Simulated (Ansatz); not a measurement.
**Formation energy and levels of the substitutional impurity Zr_Al in AlN (P6_3mc)**

Aim: at which Fermi levels does Zr_Al in AlN (P6_3mc) change its charge? The model is a cell of 72 host atoms with 1 Al taken out and 1 Zr put in.

Method: place-levels on r2SCAN runs: charge-transition levels and formation energies with image-charge correction and potential alignment at the atomic sites; PAW set soft_1, in Ansatz 0.2.0.

## (1) Starting point

The cell holds 72 atoms: 35 Al, 36 N and 1 Zr. Its edges and angles: a = 9.320 Å, b = 9.320 Å, c = 9.956 Å, α = 90.0°, β = 90.0°, γ = 120.0°. It derives from AlN (space group P6_3mc). Nearest the centre at fractional (0.444, 0.556, 0.500): Zr34 at 0.00 Å, N11 at 1.89 Å, N43 at 1.89 Å, N35 at 1.89 Å, N40 at 1.90 Å, Al9 at 3.07 Å, Al13 at 3.07 Å, Al41 at 3.07 Å.

As a file:

```xyz
72
Lattice="9.3196 0.0000 0.0000 -4.6598 8.0710 0.0000 0.0000 0.0000 9.9565" Properties=species:S:1:pos:R:3 pbc="T T T"
Al    1.5533    0.8968    2.4852
Al    0.0000    1.7936    4.9743
N     1.5533    0.8968    4.3848
N     0.0000    1.7936    1.8957
Al    1.5533    0.8968    7.4634
Al    0.0000    1.7936    9.9525
N     1.5533    0.8968    9.3631
N     0.0000    1.7936    6.8739
Al    0.0000    3.5871    2.4852
Al   -1.5533    4.4839    4.9743
N     0.0000    3.5871    4.3848
N    -1.5533    4.4839    1.8957
Al    0.0000    3.5871    7.4634
Al   -1.5533    4.4839    9.9525
N     0.0000    3.5871    9.3631
N    -1.5533    4.4839    6.8739
Al   -1.5533    6.2774    2.4852
Al   -3.1065    7.1742    4.9743
N    -1.5533    6.2774    4.3848
N    -3.1065    7.1742    1.8957
Al   -1.5533    6.2774    7.4634
Al   -3.1065    7.1742    9.9525
N    -1.5533    6.2774    9.3631
N    -3.1065    7.1742    6.8739
Al    4.6598    0.8968    2.4852
Al    3.1065    1.7936    4.9743
N     4.6598    0.8968    4.3848
N     3.1065    1.7936    1.8957
Al    4.6598    0.8968    7.4634
Al    3.1065    1.7936    9.9525
N     4.6598    0.8968    9.3631
N     3.1065    1.7936    6.8739
Al    3.1065    3.5871    2.4852
Zr    1.5533    4.4839    4.9743
N     3.1065    3.5871    4.3848
N     1.5533    4.4839    1.8957
Al    3.1065    3.5871    7.4634
Al    1.5533    4.4839    9.9525
N     3.1065    3.5871    9.3631
N     1.5533    4.4839    6.8739
Al    1.5533    6.2774    2.4852
Al    0.0000    7.1742    4.9743
N     1.5533    6.2774    4.3848
N     0.0000    7.1742    1.8957
Al    1.5533    6.2774    7.4634
Al    0.0000    7.1742    9.9525
N     1.5533    6.2774    9.3631
N     0.0000    7.1742    6.8739
Al    7.7663    0.8968    2.4852
Al    6.2130    1.7936    4.9743
N     7.7663    0.8968    4.3848
N     6.2130    1.7936    1.8957
Al    7.7663    0.8968    7.4634
Al    6.2130    1.7936    9.9525
N     7.7663    0.8968    9.3631
N     6.2130    1.7936    6.8739
Al    6.2130    3.5871    2.4852
Al    4.6598    4.4839    4.9743
N     6.2130    3.5871    4.3848
N     4.6598    4.4839    1.8957
Al    6.2130    3.5871    7.4634
Al    4.6598    4.4839    9.9525
N     6.2130    3.5871    9.3631
N     4.6598    4.4839    6.8739
Al    4.6598    6.2774    2.4852
Al    3.1065    7.1742    4.9743
N     4.6598    6.2774    4.3848
N     3.1065    7.1742    1.8957
Al    4.6598    6.2774    7.4634
Al    3.1065    7.1742    9.9525
N     4.6598    6.2774    9.3631
N     3.1065    7.1742    6.8739
```

The host's dielectric constants go in as inputs: (4.49, 4.49, 4.72) for the electrons alone, (8.15, 8.15, 9.65) with the ions, computed on the host (DFPT, PBEsol, on the r2SCAN cell), and a cell off the functional's own equilibrium shifts the ionic part.

The cell's shortest repeat is 9.3 Å.

## (2) What was run first

A transition level is the Fermi level at which two charge states cost the same, so each charge needs its own total energy, at its own relaxed structure.

Random displacements of about 0.05 Å break the site symmetry at the start, so that the relaxation can reach a distorted minimum if there is one. Forces are taken at one point at (¼, ¼, ¼). The cell holds 1 electron more than the neutral one, with a uniform background that keeps it neutral on the whole.

The sampling was tested on the host first: at the k-points planned (1x1x1 shifted 0.25 0.25 0.25) its energy lies -0.014 eV an atom from the dense-mesh value, under the bound of 0.02 eV set for this test; that bounds the host's error, not the defect's.

One state's input; the others differ in charge, spin, start and seed, and in occupations where the table says so.

qm1.relax/input.yaml

```yaml
crystal:
  lattice:
    - [3.10652185, 3.0e-08, 0.0]
    - [-1.55326095, 2.69032682, 0.0]
    - [0.0, 0.0, 4.97823886]
  atoms:
    - { symbol: Al, position: [0.66666667, 0.33333333, 0.49920333] }
    - { symbol: Al, position: [0.33333333, 0.66666667, 0.99920333] }
    - { symbol: "N", position: [0.66666667, 0.33333333, 0.88079667] }
    - { symbol: "N", position: [0.33333333, 0.66666667, 0.38079667] }
  supercell: [3, 3, 2]
  defects: [{ substitution: { at: 33, symbol: Zr } }]
total_charge: -1
basis:
  ecutwfc: 500
  xc_grid: 2
hamiltonian:
  xc: r2scan
  pseudopotentials: { kind: paw, azcp: { folder: soft_1 } }
kpoints:
  mp_grid: { grid: [1, 1, 1], shift: [0.25, 0.25, 0.25] }
scf:
  occupations: { method: fixed }
  max_iter: 80
output:
  forces: true
  charged_corrections: { epsilon: [4.49, 4.49, 4.72], static_epsilon: [8.15, 8.15, 9.65] }
relax:
  f_tol: 0.02
  max_steps: 80
  random_displacement: { amplitude: 0.05, seed: 5465 }
checkpoint:
  write: "../qm1.relax.run"
  compress: false
  write_wavefunctions: true
  write_every: 100000
```

Run with:

```bash
$ ansatz run input.yaml --threads 4 --pin off --max-ram 7536MiB --backend cpu --events-out ev --progress --plain --runs-dir out
```

Defect states can disperse in a cell of this size, so the energy is taken again at a 2×2×2 shifted mesh, on the relaxed structure.

The run of this state that the levels use, under r2SCAN:

qm1.point/input.yaml

```yaml
crystal:
  checkpoint: "../qm1.relax.run"
  host: checkpoint
total_charge: -1
basis:
  ecutwfc: 500
  xc_grid: 2
hamiltonian:
  xc: r2scan
  pseudopotentials: { kind: paw, azcp: { folder: soft_1 } }
kpoints:
  mp_grid: { grid: [2, 2, 2], shift: [0.5, 0.5, 0.5] }
scf:
  occupations: { method: fermi_dirac, width: 0.01 }
  max_iter: 80
output:
  forces: true
  eigenvalues: true
  charged_corrections:
    epsilon: [4.49, 4.49, 4.72]
    static_epsilon: [8.15, 8.15, 9.65]
    defect_position: [0.444444, 0.555556, 0.499602]
  eigenstates: { localisation: true }
  populations: true
  band_densities: [{ bands: [v1, v1] }, { bands: [c1, c1] }]
  write_density: true
  write_potential: true
  volumetric_format: npy
  elf: true
checkpoint:
  read: "../qm1.relax.run"
  write: "../qm1.point.run"
  compress: false
  write_wavefunctions: false
  write_every: 100000
```

Relaxations under r2SCAN at one point at (¼, ¼, ¼); times on 4 threads of Arm Neoverse V2, shared host:

```
charge  moment (μB)  occupations    outcome  steps  largest displacement against the far atoms (Å)     time
    −1            0        fixed  converged     14                                            0.30  2.4 min
     0            1        fixed  converged      9                                            0.25  5.1 min
    +1            0        fixed  converged      7                                            0.16     82 s
    −1            2        fixed  converged     12                                            0.39  5.9 min
```

Single points under r2SCAN at a 2×2×2 shifted mesh; times on 4 threads of Arm Neoverse V2, shared host:

```
charge  moment (μB)  occupations    outcome     time
    −1            0  fermi-dirac  converged     74 s
     0            1  fermi-dirac  converged    3 min
    +1            0  fermi-dirac  converged     71 s
    −1            2  fermi-dirac  converged  3.1 min
```

Distances (Å) from Zr34 to the nearest atoms after relaxation with r2SCAN:

```
charge  moment (μB)      1.      2.      3.      4.      5.       6.
    −1            0  N 2.03  N 2.04  N 2.23  N 2.26  N 2.83  Al 2.87
    −1            2  N 2.08  N 2.12  N 2.13  N 2.31  N 2.84  Al 2.99
     0            1  N 2.02  N 2.05  N 2.14  N 2.20  N 2.83  Al 3.00
    +1            0  N 2.02  N 2.03  N 2.03  N 2.06  N 2.95  Al 3.10
```

## (3) place-levels, r2SCAN

A charged cell interacts with its images and the background, and its potential has another zero than the host's. place-levels removes the first by a point-charge model, screened by the static dielectric constant since the ions have relaxed around the charge, and the second by comparing potentials at atoms far from the defect.

The host is a run of the defect-free crystal in the same cutoffs, grids and k-points, so that basis and sampling errors cancel in part in the differences. The host is run in a cell of 8 atoms on a matching mesh. Its band edges are searched through the zone by a band path, so the gap is smaller than, or equal to, that on the mesh. Chemical potentials are energies per atom of Al (fcc) and Zr (hcp), run with the same functional and cutoff.

levels.point.yaml

```yaml
host:
  run: host.point.run
states: [qm1.point.run, q0_M1.point.run, qp1.point.run, qm1_M2.point.run]
geometry_from:
  qm1.point.run: qm1.relax.run
  q0_M1.point.run: q0_M1.relax.run
  qp1.point.run: qp1.relax.run
  qm1_M2.point.run: qm1_M2.relax.run
  host.point.run: host.relax.run
chemical_potentials:
  Al:
    energy: -540.418346
    dataset: <sha256 of the dataset>
  Zr:
    energy: -4195.051571
    dataset: "<sha256 of the dataset>"
epsilon: [4.49, 4.49, 4.72]
static_epsilon: [8.15, 8.15, 9.65]
vertical:
  - { from: qm1.point.run, to: qm1.point_neutral.run }
  - { from: qp1.point.run, to: qp1.point_neutral.run }
  - { from: qm1_M2.point.run, to: qm1_M2.point_neutral.run }
```

Run with:

```bash
$ ansatz place-levels levels.point.yaml -- --threads 4 --pin off --max-ram 7536MiB
```

Numbers of over 12 decimals in the logs are rounded to 6 here.

The program printed:

```text
[... repeated set-up lines and file paths are left out, and long positions are rounded to six places ...]
(+1/0) 4.140 eV above the valence edge, 0.737 eV under the conduction edge
(0/-1) 4.800 eV above the valence edge, 0.078 eV under the conduction edge
formation energy of charge +1: -1.170 eV with the Fermi level at the valence edge
formation energy of charge 0: +2.971 eV with the Fermi level at the valence edge
formation energy of charge -1: +7.771 eV with the Fermi level at the valence edge
vertical -1 to 0: no energy, since no alignment is typed
  the change from vertical[0].from (qm1.point.run) to vertical[0].to (qm1.point_neutral.run): by its potential at epsilon [4.49, 4.49, 4.72] it stands at 0.401 0.432 0.518, with an rms radius of about 2.0 Å (0.9 1.4 1.0 Å across the planes of the cell's [...]
vertical +1 to 0: no energy, since no alignment is typed
  the change from vertical[1].from (qp1.point.run) to vertical[1].to (qp1.point_neutral.run): by its potential at epsilon [4.49, 4.49, 4.72] it stands at 0.462 0.537 0.516, with an rms radius of about 1.9 Å (1.1 1.1 1.1 Å across the planes of the cell's [...]
vertical -1 to 0: no energy, since no alignment is typed
  the change from vertical[2].from (qm1_M2.point.run) to vertical[2].to (qm1_M2.point_neutral.run): by its potential at epsilon [4.49, 4.49, 4.72] it stands at 0.380 0.528 0.536, with an rms radius of about 1.8 Å (0.9 1.4 0.7 Å across the planes of the cell's [...]
  edges by r2scan, gap 4.878 eV; the host is sampled to repeats of 18.64 Å
  the defect's cells are sampled to repeats of 18.64 Å, like sampling
  charge +1: -37088.2328 eV with its correction of +0.557 eV, at epsilon [8.15, 8.15, 9.65], aligned at sites: +0.2941 eV, mean over 33 atomic sites at or beyond 4.66 Å from the host's site at [0.4444, 0.5556, 0.4997] by the defect at [0.4444, 0.5556, [...]
  charge 0: +0.000 eV for its dipole among its images, +0.000 omitted
  charge -1: -37065.4563 eV with its correction of -0.068 eV, at epsilon [8.15, 8.15, 9.65], aligned at sites: +0.3307 eV, mean over 33 atomic sites at or beyond 4.66 Å from the host's site at [0.4444, 0.5556, 0.4997] by the defect at [0.4444, 0.5556, [...]
  charge -1: states[0] (qm1.point.run) stands 0.232 eV higher, with a moment of 0.00 μB against 2.00
  of states[2] (qp1.point.run): its displacements don't fall off away from the defect: farther atoms stand 0.013 Å off the host's places. [...]
  of states[1] (q0_M1.point.run): its displacements don't fall off away from the defect: farther atoms stand 0.016 Å off the host's places. [...]
  of states[3] (qm1_M2.point.run): it parts from the run at its places by a charge that spreads by about 1.4 Å along one vector (1.4 Å or more is wide), by its potential at epsilon [4.49, 4.49, 4.72], taken for that of held ions (one typed too small widens [...]
  of states[0] (qm1.point.run): its displacements don't fall off away from the defect: farther atoms stand 0.028 Å off the host's places. [...]
  of vertical[0].from (qm1.point.run): its displacements don't fall off away from the defect: farther atoms stand 0.028 Å off the host's places. [...]
  of vertical[0].to (qm1.point_neutral.run): its displacements don't fall off away from the defect: farther atoms stand 0.028 Å off the host's places. [...]
  of vertical[1].from (qp1.point.run): its displacements don't fall off away from the defect: farther atoms stand 0.013 Å off the host's places. [...]
  of vertical[1].to (qp1.point_neutral.run): its displacements don't fall off away from the defect: farther atoms stand 0.013 Å off the host's places. [...]
  of vertical[2].from (qm1_M2.point.run): its displacements don't fall off away from the defect: farther atoms stand 0.024 Å off the host's places. [...]
  of vertical[2].to (qm1_M2.point_neutral.run): its displacements don't fall off away from the defect: farther atoms stand 0.024 Å off the host's places. [...]
```

Wall time 0.41 s (4 threads of Arm Neoverse V2, shared host).

Levels between the charges placed, in eV above the valence top:

```
        gap (eV)  (+1/0)  (0/−1)
r2SCAN      4.88    4.14    4.80
```

Corrections by state:

```
charge  moment (μB)  image terms and alignment (eV)  band filling (eV)                               ε used  over the lowest of its charge, as the program ranks them, band filling apart (eV)
    +1          0.0                           0.557                  -  principal values (8.15, 8.15, 9.65)                                                                              0.000
     0          1.0                           0.000                  -                                    -                                                                              0.000
    −1          2.0                          -0.068                  -  principal values (8.15, 8.15, 9.65)                                                                              0.000
    −1          0.0                          -0.091                  -  principal values (8.15, 8.15, 9.65)                                                                              0.232
```

The charged structures listed were also run neutral, and place-levels reads from each pair, by the potential or the spins, how wide the charge is by which they differ; that can be the carrier of either run.

```
charge  rms radius (Å)  spread where it is widest against the cell (Å)  wide from (Å)  reading
    +1             1.9                                            1.08           1.40   narrow
    −1             1.8                                            1.41           1.40     wide
```

The neutral runs of these pairs need not share the spin of the lowest neutral state, and very wide values only mean spread over the cell.

From the program's caveats on the states, each cut to its opening words:

- charge +1: its displacements don't fall off away from the defect: farther atoms stand 0.013 Å off the host's places
- charge 0 (1 μB): its displacements don't fall off away from the defect: farther atoms stand 0.016 Å off the host's places
- charge 0 (1 μB), −1 (2 μB): flagged: stability check not made
- charge −1 (2 μB): it parts from the run at its places by a charge that spreads by about 1.4 Å along one vector (1.4 Å or more is wide), by its potential at epsilon [4.49, 4.49, [...]
- charge −1 (2 μB): its displacements don't fall off away from the defect: farther atoms stand 0.024 Å off the host's places
- charge −1: its displacements don't fall off away from the defect: farther atoms stand 0.028 Å off the host's places

Chemical potentials of the elements' reference phases, run alike. Formation energy by charge state (elemental references; gap 4.88 eV):

```
charge  at valence top (eV)  at conduction bottom (eV)  correction included (eV)
    +1                -1.17                       3.71                      0.56
     0                 2.97                       2.97                      0.00
    −1                 7.77                       2.89                     -0.07
```

(Fermi level (eV), lowest formation energy (eV)): (0.00, -1.17), (0.44, -0.73), (0.89, -0.28), (1.33, 0.16), (1.77, 0.60), (2.22, 1.05), (2.66, 1.49), (3.11, 1.94), (3.55, 2.38), (3.99, 2.82), (4.43, 2.97), (4.88, 2.89)

## (4) Effect of the sampling

The relaxations' own energies give the levels at their sampling, for comparison.

levels.relax_mesh.yaml

```yaml
host:
  run: host.relax.run
states: [qm1.relax.run, q0_M1.relax.run, qp1.relax.run, qm1_M2.relax.run]
chemical_potentials:
  Al:
    energy: -540.418346
    dataset: <sha256 of the dataset>
  Zr:
    energy: -4195.051571
    dataset: "<sha256 of the dataset>"
```

Run with:

```bash
$ ansatz place-levels levels.relax_mesh.yaml -- --threads 4 --pin off --max-ram 7536MiB
```

The program printed:

```text
(+1/0) 4.139 eV above the valence edge, 0.747 eV under the conduction edge
(0/-1) 4.833 eV above the valence edge, 0.053 eV under the conduction edge
formation energy of charge +1: -1.068 eV with the Fermi level at the valence edge
formation energy of charge 0: +3.071 eV with the Fermi level at the valence edge
formation energy of charge -1: +7.904 eV with the Fermi level at the valence edge
  edges by r2scan, gap 4.886 eV; the host is sampled to repeats of 13.64 Å
[... the lines on each state left out ...]
```

It took 0.12 s on 4 threads.

Levels between neighbouring charges, in eV above the valence top:

```
                        gap (eV)  (+1/0)  (0/−1)
one point at (¼, ¼, ¼)      4.89    4.14    4.83
  a 2×2×2 shifted mesh      4.88    4.14    4.80
```

Going from one point at (¼, ¼, ¼) to a 2×2×2 shifted mesh moves the levels that carry no band-filling term by up to 0.03 eV and formation energies against the elements by up to 0.13 eV.

## (5) Summary of results

```json
{"gap of the host": "4.88 eV (r2SCAN)", "level (plus 1/0)": "4.14 eV above the valence top", "level (0/minus 1)": "4.80 eV above the valence top", "lowest of the charges placed, just above the valence top (0.02 eV)": "+1", "lowest of the charges placed, just below the conduction bottom (0.02 eV)": "−1", "lowest formation energy at mid-gap of the charges run, elemental references": "1.27 eV"}
```

**Reading.** Of the charges placed (−1, 0 and +1), the lowest changes at 4.14 eV (+1/0) and 4.80 eV (0/−1) above the valence top, in a gap of 4.88 eV. (0/−1) lies 0.08 eV from a band edge, less than the doubt on such levels. Charges above +1 and below −1 were not placed, so these runs say nothing of levels that involve them. States placed: +1 at 0 μB; 0 at 1 μB; −1 at 2 μB and 0 μB. Other spin states or structures, where not listed, weren't placed. Zr is taken at its element; compounds, which aren't counted here, bound the chemical potentials and would shift these formation energies. Going from one point at (¼, ¼, ¼) to a 2×2×2 shifted mesh moves the levels that carry no band-filling term by up to 0.03 eV and formation energies against the elements by up to 0.13 eV. What this leaves open: r2SCAN makes the gap too small and tends to spread out bound carriers; where a gas molecule sets a chemical potential or the host's formation energy, its binding is uncorrected; force components of up to 0.15 eV/Å remain in a run at the final settings.

[Logs are printed without paths, hosts, clocks, repeated set-up lines and the standing remarks that a program may print on its own settings, such as how far it seeks lower states.]

[Hosts, paths, dates, database ids (printed as entryN), source tags and the programs' standing remarks are cut or masked in the printed files.]

[Where a table of states has a column of steps, it counts the stored structures, which are thinned; the runs took as many ionic steps or more.]

[A defect's name tells the site on which it was built; relaxed atoms can leave that site.]

[For some hosts the program warned that the k-mesh of the response run may be too coarse for force constants and the static dielectric constant; such warnings are not shown here.]
